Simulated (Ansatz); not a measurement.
**Hf: how the settings move a relaxation**

Aim: see which settings change the result for Hf, by how much, and at what cost.

Method: reference: DFT, LDA, PAW with Ansatz's default frozen-core files, scalar-relativistic; relaxation of cell and atoms, in Ansatz 0.2.0.

### Step 1. The starting structure

The structure is cubic, space group Im-3m (No. 229). Conventional cell: a = 3.610 Å, b = 3.610 Å, c = 3.610 Å, α = 90.00°, β = 90.00°, γ = 90.00°. Hf (site symmetry m-3m) has 8 Hf at 3.13 Å as nearest neighbours.

As a file:

```
CELL_PARAMETERS angstrom
-1.80500 1.80500 1.80500
1.80500 -1.80500 1.80500
1.80500 1.80500 -1.80500
ATOMIC_POSITIONS crystal
Hf 0.00000 0.00000 0.00000
```

### Step 2. Baseline

The input, input.yaml:

```yaml
crystal:
  lattice:
    - [-1.805, 1.805, 1.805]
    - [1.805, -1.805, 1.805]
    - [1.805, 1.805, -1.805]
  atoms:
    - { symbol: Hf, position: [0.0, 0.0, 0.0] }
kpoints:
  mp_grid: { grid: [16, 16, 16] }
scf:
  occupations: { method: fermi_dirac, width: 0.08 }
hamiltonian:
  xc: lda
  pseudopotentials: { kind: paw }
relax:
  f_tol: 0.002
  max_steps: 80
  cell: {}
output:
  forces: true
  stress: true
```

Launch:

```console
$ ansatz run input.yaml --threads 1 --pin off --max-ram 3072MiB --backend cpu --events-out ev --progress --plain --runs-dir out
```

### Step 3. Changing settings: eigensolver.kind davidson, xc rpbe, hubbard.sites [{species: Hf, l: d, u_eff: 6.0}], hubbard.double_counting amf, basis.precision f64

input.yaml, as its differences from that of step 2:

```diff
@@ -11,5 +11,7 @@
   occupations: { method: fermi_dirac, width: 0.08 }
+  eigensolver: { kind: davidson }
 hamiltonian:
-  xc: lda
+  xc: rpbe
   pseudopotentials: { kind: paw }
+  hubbard: { sites: [{ species: Hf, l: d, u_eff: 6.0 }], double_counting: amf }
 relax:
@@ -21 +23,7 @@
   stress: true
+  write_density: true
+  write_potential: true
+  elf: true
+  volumetric_format: npy
+basis:
+  precision: f64
```

What does the calculation give? Wanted: for each run, ending; energy change; pressure; gap; force.

The runs gave:

| run | ending | energy change | pressure (GPa) | gap (eV) | force (eV/Å) | cycles | time |
| --- | --- | --- | --- | --- | --- | --- | --- |
| reference | converged | - | 0.0 | 0.00 | 0.00 | 27 | 14 s |
| 1: eigensolver.kind davidson, xc rpbe, hubbard.sites [{species: Hf, l: d, u_eff: 6.0}], hubbard.double_counting amf, basis.precision f64 | converged | not comparable | 0.0 | 0.00 | 0.00 | 31 | 26 s |

Times don't compare one to one where runs were asked for different outputs or read a saved state (see the inputs); cycles may leave out searches for a lower state.

What this shows: Total energies don't compare across a change of functional; the final volume goes from 20.43 to 23.04 Å³. The Hubbard U changed too. A changed U is a change of model: its shifts are not errors of convergence.
